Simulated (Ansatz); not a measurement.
Runs of Ansatz 0.2.0 on MoP. Symmetry: P-6m2, No. 187, hexagonal system. Conventional cell: a = 3.223 Å, b = 3.223 Å, c = 3.191 Å, α = 90.00°, β = 90.00°, γ = 120.00°. Mo (site symmetry -6m2) has 6 P at 2.45 Å as nearest neighbours. P (site symmetry -6m2) is surrounded by 6 Mo at 2.45 Å. 

```tsv
task	level	cell	k mesh	smearing	atoms under strain	gap on the mesh (eV)	pressure (GPa)	relaxed volume (Å³/atom)
relaxation of cell and atoms	BLYP+D3(BJ)	relaxed	10 × 10 × 8	fermi-dirac 0.05 eV	-	-	0.0	14.17
relaxation of cell and atoms	BLYP+D4	relaxed	10 × 10 × 8	fermi-dirac 0.05 eV	-	-	0.0	(a)
elastic constants	LDA	as given	7 × 7 × 6	fermi-dirac 0.05 eV	relaxed	none	-7.3	-
single point	PBE	as given	10 × 10 × 8	gaussian 0.03 eV	-	none	2.5	-
single point	PBE	as given	10 × 10 × 8	gaussian 0.029 eV	-	none	2.5	-
```

Alike in all rows: potentials or basis Ansatz PAW; no spin polarisation; cutoff (eV) 420.

Question: Fill in the values left out.

Answer: (a) 14.44.

Caveats: the PAW data sets come from PBE, with cores solved anew for the run's functional, which leaves a small shift of forces and pressure (some runs); the plane-wave basis is chosen anew once the cell has moved, so the energies of steps on either side of that aren't comparable (some runs); the cell is more than 3 GPa from zero pressure, which shifts response properties (some runs); elastic constants of metals need much finer meshes, so these are rough (some runs).

A k mesh can miss the band edges, and the runs leave out spin-orbit coupling on Mo.

A gap of «none» marks a metal or a gap under the smearing width.
